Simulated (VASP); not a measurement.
Here is the system:

```
CELL_PARAMETERS angstrom
      2.50319    -4.33565     0.00000
      2.50319     4.33565     0.00000
      0.00000     0.00000     5.67616
ATOMIC_POSITIONS crystal
  Ge 0.00000 0.45146 0.33333
  Ge 0.54854 0.54854 0.00000
  Ge 0.45146 0.00000 0.66667
  O  0.30238 0.39621 0.24344
  O  0.60379 0.90618 0.91010
  O  0.69762 0.09382 0.42323
  O  0.90618 0.60379 0.08990
  O  0.39621 0.30238 0.75656
  O  0.09382 0.69762 0.57677
```

Method: r2SCAN meta-GGA, VASP's PBE PAW potentials (set 64) (plane waves; VASP 6.6.1). Settings: 520 eV cut-off, 6×6×5 Γ-centred mesh, tetrahedra with Blöchl corrections, potentials Ge_d O.

Task: Give the energies of bands 28 to 41 at the high-symmetry points, in eV from the valence-band maximum.

Result: 
```
band      Γ      M      K      A      L      H
----  -----  -----  -----  -----  -----  -----
28    -2.18  -2.56  -2.26  -2.40  -2.59  -2.61
29    -2.18  -2.27  -2.26  -2.40  -2.47  -2.08
30    -2.12  -2.02  -2.24  -1.99  -1.76  -2.08
31    -1.92  -1.62  -1.71  -1.24  -1.44  -1.32
32    -1.22  -1.57  -1.71  -1.24  -1.43  -1.26
33    -1.03  -1.24  -1.17  -0.99  -0.98  -1.26
34    -1.03  -0.90  -1.12  -0.87  -0.94  -0.75
35    -0.39  -0.54  -0.44  -0.87  -0.75  -0.73
36    -0.39  -0.41  -0.44  -0.56  -0.60  -0.73
37    -0.36  -0.22  -0.15  -0.56  -0.52  -0.41
38    -0.06  -0.17  -0.15  -0.45  -0.33  -0.24
39    -0.06  -0.02   0.00  -0.09  -0.02  -0.24
40     4.09   6.17   6.77   6.09   6.41   6.45
41     8.39   7.29   6.77   6.09   7.38   7.94
```

The gap is indirect, 4.10 eV, from the valence maximum at K to the conduction minimum at Γ.

The compound is GeO2 in the quartz structure, a metastable form; rutile is stable. It was relaxed first.
